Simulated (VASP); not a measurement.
# CdTe (F-43m) in VASP: a series of runs

CdTe is run at these levels: LDA, SVWN5, PBEsol-based screened hybrid; tasks: relaxation of cell and atoms, single point.

Program: VASP 6.6.1. These are calculated values, not measurements. Logs are shortened: lines on timing, memory, paths and dates and some standing lists are left out, and cuts for length are marked.

**Experimental background.**

A printed reference work, data compilation reports, for a bulk crystal of CdTe at 0 K: band gap 1.607 eV.

How close the calculation comes is told below.

## 1. The cell of the first run

It takes space group F-43m (No. 216, cubic). Conventional cell: a = 6.410 Å, b = 6.410 Å, c = 6.410 Å, α = 90.00°, β = 90.00°, γ = 90.00°. Te (site symmetry -43m) has 4 Cd at 2.78 Å within 3.7 Å. Cd (site symmetry -43m) has 4 Te at 2.78 Å within 3.7 Å.

## 2. Relaxation of cell and atoms, LDA, target pressure 2 GPa, at which the enthalpy is minimised

INCAR

```
SYSTEM = CdTe
ALGO = Normal ; EDIFF = 1E-6
EDIFFG = -0.02 ; ENCUT = 600
IBRION = 2 ; ISIF = 3
ISMEAR = -1 ; LASPH = .TRUE.
LCHARG = .FALSE. ; LREAL = .FALSE.
LWAVE = .FALSE. ; NELM = 60
NSW = 80 ; PREC = Accurate
PSTRESS = 20.0 ; SIGMA = 0.05
```

KPOINTS

```
k-points
0
G
  7 7 7
  0 0 0
```

POSCAR

```
CdTe
1.0
    0.0000000000      3.2050000000      3.2050000000
    3.2050000000      0.0000000000      3.2050000000
    3.2050000000      3.2050000000      0.0000000000
Te Cd
1 1
Direct
    0.7500000000      0.7500000000      0.7500000000
    0.0000000000      0.0000000000      0.0000000000
```

Potentials or basis: VASP PAW LDA potentials, release 64 (Te, Cd).

On the command line:

```console
cat potpaw_LDA.64/Te/POTCAR potpaw_LDA.64/Cd/POTCAR > POTCAR
mpirun -np 1 vasp_std > vasp.out
```

OUTCAR:

```text
SYSTEM = CdTe
   EDIFF = 1E-6
   EDIFFG = -0.02
   ENCUT = 600
   IBRION = 2
   ISIF = 3
   ISMEAR = -1
   LASPH = .TRUE.
   LREAL = .FALSE.
   NELM = 60
   NSW = 80
   PREC = Accurate
   PSTRESS = 20.0

 ion  position               nearest neighbor table
   1  0.750  0.750  0.750-   2 2.78   2 2.78   2 2.78   2 2.78
   2  0.000  0.000  0.000-   1 2.78   1 2.78   1 2.78   1 2.78

  LATTYP: Found a face centered cubic cell.
 ALAT       =     6.4100000000

  Lattice vectors:

 A1 = (   0.0000000000,   3.2050000000,   3.2050000000)
 A2 = (   3.2050000000,   0.0000000000,   3.2050000000)
 A3 = (   3.2050000000,   3.2050000000,   0.0000000000)

Analysis of symmetry for initial positions (statically):
=====================================================================
 Subroutine PRICEL returns:
 Original cell was already a primitive cell.

 Routine SETGRP: Setting up the symmetry group for a
 face centered cubic supercell.

 Subroutine GETGRP returns: Found 24 space group operations
 (whereof 24 operations were pure point group operations)
 out of a pool of 48 trial point group operations.

The static configuration has the point symmetry T_d .

Analysis of symmetry for dynamics (positions and initial velocities):
=====================================================================
 Subroutine PRICEL returns:
 Original cell was already a primitive cell.

 Routine SETGRP: Setting up the symmetry group for a
 face centered cubic supercell.

 Subroutine GETGRP returns: Found 24 space group operations
 (whereof 24 operations were pure point group operations)
 out of a pool of 48 trial point group operations.

The dynamic configuration has the point symmetry T_d .

 Subroutine INISYM returns: Found 24 space group operations
 (whereof 24 operations are pure point group operations),
 and found     1 'primitive' translations

----------------------------------------------------------------------------------------

                                     Primitive cell

  volume of cell :      65.8437

  direct lattice vectors                    reciprocal lattice vectors
     0.000000000  3.205000000  3.205000000    -0.156006240  0.156006240  0.156006240
     3.205000000  0.000000000  3.205000000     0.156006240 -0.156006240  0.156006240
     3.205000000  3.205000000  0.000000000     0.156006240  0.156006240 -0.156006240

  length of vectors
     4.532554467  4.532554467  4.532554467     0.270210734  0.270210734  0.270210734

  position of ions in fractional coordinates (direct lattice)
     0.750000000  0.750000000  0.750000000
     0.000000000  0.000000000  0.000000000

  ion indices of the primitive-cell ions
   primitive index   ion index
                 1           1
                 2           2

----------------------------------------------------------------------------------------

 KPOINTS: k-points

Automatic generation of k-mesh.
 Grid dimensions read from file:
 generate k-points for:    7    7    7

 Generating k-lattice:

  Cartesian coordinates                     Fractional coordinates (reciprocal lattice)
    -0.022286606  0.022286606  0.022286606     0.142857143  0.000000000  0.000000000
     0.022286606 -0.022286606  0.022286606     0.000000000  0.142857143  0.000000000
     0.022286606  0.022286606 -0.022286606     0.000000000  0.000000000  0.142857143

  Length of vectors
     0.038601533  0.038601533  0.038601533

  Shift w.r.t. Gamma in fractional coordinates (k-lattice)
     0.000000000  0.000000000  0.000000000

 Subroutine IBZKPT returns following result:
 ===========================================

 Found     20 irreducible k-points:

 Following reciprocal coordinates:
            Coordinates               Weight
  0.000000  0.000000  0.000000      1.000000
  0.142857  0.000000  0.000000      8.000000
  0.285714  0.000000  0.000000      8.000000
  0.428571  0.000000  0.000000      8.000000
  0.142857  0.142857  0.000000      6.000000
  0.285714  0.142857  0.000000     24.000000
[... 12 lines left out ...]
 -0.428571  0.428571  0.142857     24.000000
 -0.285714  0.428571  0.142857     24.000000
   k-points           NKPTS =     20   k-points in BZ     NKDIM =     20   number of bands    NBANDS=     13
   number of dos      NEDOS =    301   number of ions     NIONS =      2
   total plane-waves  NPLWV =  46656
   dimension x,y,z NGX =    36 NGY =   36 NGZ =   36
   dimension x,y,z NGXF=    72 NGYF=   72 NGZF=   72
   ions per type =               1   1
   NGX,Y,Z   is equivalent  to a cutoff of  13.20, 13.20, 13.20 a.u.
   NGXF,Y,Z  is equivalent  to a cutoff of  26.41, 26.41, 26.41 a.u.
 SYSTEM =  CdTe
   PREC   = accura    normal or accurate (medium, high low for compatibility)
   ISTART =      0    job   : 0-new  1-cont  2-samecut
   ICHARG =      2    charge: 1-file 2-atom 10-const
   ISPIN  =      1    spin polarized calculation?
   LNONCOLLINEAR =      F non collinear calculations
   LSORBIT =      F    spin-orbit coupling
   LASPH  =      T    aspherical Exc in radial PAW
   ENCUT  =  600.0 eV  44.10 Ry    6.64 a.u.   9.05  9.05  9.05*2*pi/ulx,y,z
   NELM   =     60;   NELMIN=  2; NELMDL= -5     # of ELM steps
   EDIFF  = 0.1E-05   stopping-criterion for ELM
   LREAL  =      F    real-space projection
   EDIFFG = -.2E-01   stopping-criterion for IOM
   NSW    =     80    number of steps for IOM
   IBRION =      2    ionic relax: 0-MD 1-quasi-New 2-CG
   NFREE  =      1    steps in history (QN), initial steepest desc. (CG)
   ISIF   =      3    stress and relaxation
   ISYM   =      2    0-nonsym 1-usesym 2-fastsym
   POTIM  = 0.5000    time-step for ionic-motion
   TEBEG  =    0.0;   TEEND  =   0.0 temperature during run
   PSTRESS=   20.0 pullay stress
   NELECT =      18.0000    total number of electrons
   NUPDOWN=      -1.0000    fix difference up-down
   EMIN   =  10.00;   EMAX   =-10.00  energy-range for DOS
   EFERMI =   0.00;   METHOD = LEGACY
   ISMEAR =    -1;   SIGMA  =   0.05  broadening in eV -4-tet -1-fermi 0-gaus
   EFERMI_NEDOS =   21; number of points for ismear=-14 and -15
   IALGO  =     38    algorithm
   IMIX   =      4    mixing-type and parameters
     AMIX     =   0.40;   BMIX     =  1.00
     AMIX_MAG =   1.60;   BMIX_MAG =  1.00
  volume/ion in A,a.u.               =      32.92       222.17
  Fermi-wavevector in a.u.,A,eV,Ry     =   1.062497  2.007828 15.359610  1.128899
  Thomas-Fermi vector in A             =   2.197950
   LORBIT       =      0    0 simple, 1 ext, 2 COOP (PROOUT), +10 PAW based schemes
   GGA     = CA    functional components
   LHFCALC =     F    Hartree Fock is set to
   AEXX    =    0.0000 exact exchange contribution
   IVDW    =     0    specifies the selected vdW correction
   LEPSILON=     F    determine dielectric tensor
   LRPA    =     F    only Hartree local field effects (RPA)
 conjugate gradient relaxation of ions
 non-spin polarized calculation
  energy-cutoff  :      600.00
  volume of cell :       65.84
 maximum number of plane-waves:      2213
   NGX = 19   NGY = 19   NGZ = 19

--------------------------------------- Ionic step        1  -------------------------------------------

 number of electron      17.9999995 magnetization

 Free energy of the ion-electron system (eV)
  ---------------------------------------------------
  ext. energy  EPLUGINS =         0.00000000
  ---------------------------------------------------
  free energy    TOTEN  =        -6.04883912 eV

  energy without entropy =       -6.04882690  energy(sigma->0) =       -6.04883301

------------------------ aborting loop because EDIFF is reached ----------------------------------------

  FORCE on cell =-STRESS in cart. coord.  units (eV):
  Direction    XX          YY          ZZ          XY          YZ          ZX
  --------------------------------------------------------------------------------------
  -------------------------------------------------------------------------------------
  Total        0.0858559      0.0858559      0.0858559     -0.0000000     -0.0000000     -0.0000000
  in kB        2.0891354      2.0891354      2.0891354     -0.0000000     -0.0000000     -0.0000000
  external PRESSURE =     -17.9108646 kB  Pullay stress =      20.0000000 kB

 VOLUME and BASIS-vectors are now :
 -----------------------------------------------------------------------------
  energy-cutoff  :      600.00
  volume of cell :       65.84
      direct lattice vectors                 reciprocal lattice vectors
     0.000000000  3.205000000  3.205000000    -0.156006240  0.156006240  0.156006240
     3.205000000  0.000000000  3.205000000     0.156006240 -0.156006240  0.156006240
     3.205000000  3.205000000  0.000000000     0.156006240  0.156006240 -0.156006240
[... 46 lines left out ...]
  FREE ENERGIE OF THE ION-ELECTRON SYSTEM (eV)
  ---------------------------------------------------
  free  energy   TOTEN  =        -6.0148681636 eV

  energy  without entropy=       -6.0148654792  energy(sigma->0) =       -6.01486682

  enthalpy is  TOTEN    =        -5.2359479773 eV   P V=        0.7789201863

--------------------------------------- Ionic step        3  -------------------------------------------

 number of electron      18.0000004 magnetization

 Free energy of the ion-electron system (eV)
  ---------------------------------------------------
  ext. energy  EPLUGINS =         0.00000000
  ---------------------------------------------------
  free energy    TOTEN  =        -6.03370385 eV

  energy without entropy =       -6.03369925  energy(sigma->0) =       -6.03370155

 E-fermi :   3.2216     XC(G=0):  -9.2415

 val. band max:        2.8111234035   @ k =   0.0000   0.0000   0.0000
 cond. band min:       3.5723971227   @ k =   0.0000   0.0000   0.0000
 fundamental gap:      0.7612737192
 Fermi energy:         3.2216203120

 k-point     1 :       0.0000    0.0000    0.0000
  band No.  band energies     occupation
      1      -8.8430      2.00000
      2      -5.7463      2.00000
      3      -5.7463      2.00000
      4      -5.7463      2.00000
      5      -5.4284      2.00000
      6      -5.4284      2.00000
      7       2.8111      1.99946
      8       2.8111      1.99946
      9       2.8111      1.99946
     10       3.5724      0.00179
     11       7.2580      0.00000
     12       7.2580      0.00000
     13       7.2580      0.00000

 k-point     2 :       0.1429    0.0000    0.0000
  band No.  band energies     occupation
      1      -8.7544      2.00000
      2      -5.7290      2.00000
      3      -5.7290      2.00000
      4      -5.6837      2.00000
      5      -5.4301      2.00000
      6      -5.4301      2.00000
      7       1.2363      2.00000
      8       2.6057      1.99999
      9       2.6057      1.99999
     10       4.5773      0.00000
     11       7.3233      0.00000
[... 310 lines left out ...]
 POSITION                                       TOTAL-FORCE (eV/Angst)
 -----------------------------------------------------------------------------------
      4.75195      4.75195      4.75195         0.000000      0.000000      0.000000
      0.00000      0.00000      0.00000        -0.000000     -0.000000     -0.000000
 -----------------------------------------------------------------------------------
    total drift:                               -0.000000     -0.000000     -0.000000

  FREE ENERGIE OF THE ION-ELECTRON SYSTEM (eV)
  ---------------------------------------------------
  free  energy   TOTEN  =        -6.0337038547 eV

  energy  without entropy=       -6.0336992470  energy(sigma->0) =       -6.03370155

  enthalpy is  TOTEN    =        -5.2399388456 eV   P V=        0.7937650090

 reached required accuracy - stopping structural energy minimisation
```

Run time: 49 s. Hardware: 1 thread of AMD EPYC 7R43 (Zen 3), shared host; peak memory 0.15 GiB.

What came out:

| Item | Value |
| --- | --- |
| Free energy | -6.0337 eV |
| Relaxed volume | 31.79 Å³/atom |
| Relaxed cell | a = 4.480 Å, b = 4.480 Å, c = 4.480 Å, α = 60.00°, β = 60.00°, γ = 60.00° |
| Space group after relaxing (to 0.05 Å) | F-43m (No. 216) |
| Energy change on relaxing (the enthalpy is what falls) | +7.6 meV/atom |
| Ionic steps | 3 |
| Pressure after relaxing | 2.0 GPa |
| Band gap on the k mesh | 0.76 eV, direct |

The path:
| step | energy change (eV) | largest force (eV/Å) | pressure (GPa) | volume (Å³) |
| --- | --- | --- | --- | --- |
| 1 | 0.0000 | 0.0000 | 0.21 | 65.84 |
| 2 | 0.0340 | 0.0000 | 3.11 | 62.40 |
| 3 | 0.0151 | 0.0000 | 2.01 | 63.59 |

Final structure:
```cif
data_structure
_symmetry_space_group_name_H-M 'P 1'
_symmetry_Int_Tables_number 1
_cell_length_a 4.4802
_cell_length_b 4.4802
_cell_length_c 4.4802
_cell_angle_alpha 60.000
_cell_angle_beta 60.000
_cell_angle_gamma 60.000
_cell_volume 63.59
loop_
_atom_site_label
_atom_site_type_symbol
_atom_site_fract_x
_atom_site_fract_y
_atom_site_fract_z
_atom_site_occupancy
Te1 Te 0.75000 0.75000 0.75000 1
Cd1 Cd 0.00000 0.00000 0.00000 1
```

Levels at points of the mesh, in eV from the valence-band top:
| k point | band 7 | band 8 | band 9 | band 10 | band 11 | band 12 |
| --- | --- | --- | --- | --- | --- | --- |
| (0.00, 0.00, 0.00) | 0.00 | 0.00 | 0.00 | 0.76 | 4.45 | 4.45 |

Caveat: the cell is relaxed towards a set pressure, so the enthalpy falls and the energy may rise; spin-orbit coupling is left out, which moves the levels of the heavy elements.

(Part 1 of 3 ends here.)
